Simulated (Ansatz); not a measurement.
TiO2:

```
CELL_PARAMETERS angstrom
6.15358 -1.88347 0.00000
6.15358 1.88347 0.00000
-1.92833 0.00000 6.32897
ATOMIC_POSITIONS crystal
Ti 0.90007 0.90007 0.28960
Ti 0.19529 0.19529 0.28376
Ti 0.09993 0.09993 0.71040
Ti 0.80471 0.80471 0.71624
O 0.36193 0.36193 0.29340
O 0.26349 0.26349 0.65250
O 0.86719 0.86719 0.99529
O 0.73651 0.73651 0.34750
O 0.94165 0.94165 0.63002
O 0.13281 0.13281 0.00471
O 0.63807 0.63807 0.70660
O 0.05835 0.05835 0.36998
```

The cell comes from a database or a generator and needn't be the stable form of this composition.

| Quantity | Value |
| --- | --- |
| Program | Ansatz 0.2.0 |
| Task | relaxation of cell and atoms |
| Functional | RPBE |
| Dispersion | D3(BJ) |
| Potentials or basis | Ansatz PAW |
| Cutoff | 420 eV (not typed: the program's choice for these potentials) |
| k mesh | 8 × 8 × 4 |
| Occupations | fermi-dirac, width 0.05 eV |
| Spin | no spin polarisation |

At the start: volume 12.23 Å³/atom.

Problem. Where does the relaxation end?

Solution. It ends after 9 steps and the volume is 11.52 Å³/atom (-5.8 %); space group C2/m (No. 12, to 0.05 Å).

Step by step:
| step | energy change (eV) | largest force (eV/Å) | volume (Å³) |
| --- | --- | --- | --- |
| 1 | 0.0000 | 0.5597 | 146.71 |
| 2 | -0.3472 | 0.3007 | 140.38 |
| 3 | -0.3890 | 0.0949 | 137.90 |
| 4 | -0.3877 | 0.1454 | 138.53 |
| 5 | -0.3913 | 0.0599 | 138.44 |
| 6 | -0.3917 | 0.0086 | 138.41 |
| 7 | -0.3709 | 0.0088 | 138.41 |
| 8 | -0.3718 | 0.0036 | 138.21 |
| 9 | -0.3711 | 0.0036 | 138.21 |

Final structure:
```
Ti O
1.0
     6.02026   -1.86957    0.01766
     6.02026    1.86957    0.01766
    -1.86838    0.00000    6.13421
Ti O
4 8
Direct
  0.89826 0.89826 0.29572
  0.19889 0.19889 0.29015
  0.10174 0.10174 0.70428
  0.80111 0.80111 0.70985
  0.36599 0.36599 0.30278
  0.26469 0.26469 0.64948
  0.86197 0.86197 0.99570
  0.73531 0.73531 0.35052
  0.94150 0.94150 0.63330
  0.13803 0.13803 0.00430
  0.63401 0.63401 0.69722
  0.05850 0.05850 0.36670
```

Caveat: the plane-wave basis is chosen anew once the cell has moved, so the energies of steps on either side of that aren't comparable; the pressure holds a Pulay correction of +0.6 GPa for the finite cutoff; the PAW data sets come from PBE, with cores solved anew for the run's functional, which leaves a small shift of forces and pressure.
